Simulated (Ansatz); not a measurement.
**Response of Tl to small distortions**

```xyz
2
Lattice="3.4560 0.0000 0.0000 -1.7280 2.9930 0.0000 0.0000 0.0000 5.5250" Properties=species:S:1:pos:R:3 pbc="T T T"
Tl    0.0000    1.9953    1.3813
Tl    1.7280    0.9977    4.1438
```

Atoms are numbered in the order listed.

The structure is an experimental refinement, used without relaxation.

No spin–orbit coupling, which matters for the heavy atoms here.

Level of theory: DFT, PBE, all-electron LAPW, scalar-relativistic (Ansatz 0.2.0).

The runs use a Γ-centred 11×11×6 k mesh, Fermi–Dirac smearing of 0.05 eV, basis error target 0.5 meV/atom, no spin polarisation.

The unchanged cell is at 3.21 GPa, so energy changes include a term −P ΔV where the volume moves.

In a metal, stresses and small energies carry noise from the k mesh.

x, y and z are the Cartesian axes of the cell as listed; fractional coordinates follow a strain, and an engineering shear is twice the off-diagonal strain component.

Q: With this change (equal xy, yz and zx engineering shear strains of +4 %), what becomes of the energy and stress and forces?

A: Energy change +4 meV/atom; stress change (xx, yy, zz, yz, xz, xy) 0.10, 0.06, 0.04, -0.41, -0.38, -0.43 GPa, compression positive; change of the force on Tl1 (-0.034, -0.001, 0.007) eV/Å.

Q: With this change (equal xy, yz and zx engineering shear strains of +3 %), what becomes of the energy and stress and forces?

A: Energy change +2 meV/atom; stress change (xx, yy, zz, yz, xz, xy) 0.10, 0.01, -0.03, -0.25, -0.20, -0.27 GPa, compression positive; change of the force on Tl2 (0.028, 0.001, -0.004) eV/Å.

Q: With this change (atom 2 (Tl) moved by (0.0354, 0.0354, 0.0000) Å), what becomes of the energy and stress and forces?

A: Energy change under 1 meV/atom; stress change (xx, yy, zz, yz, xz, xy) 0.12, -0.11, 0.00, 0.00, 0.00, 0.11 GPa, compression positive; change of the force on Tl2 (-0.012, -0.010, 0.000) eV/Å.
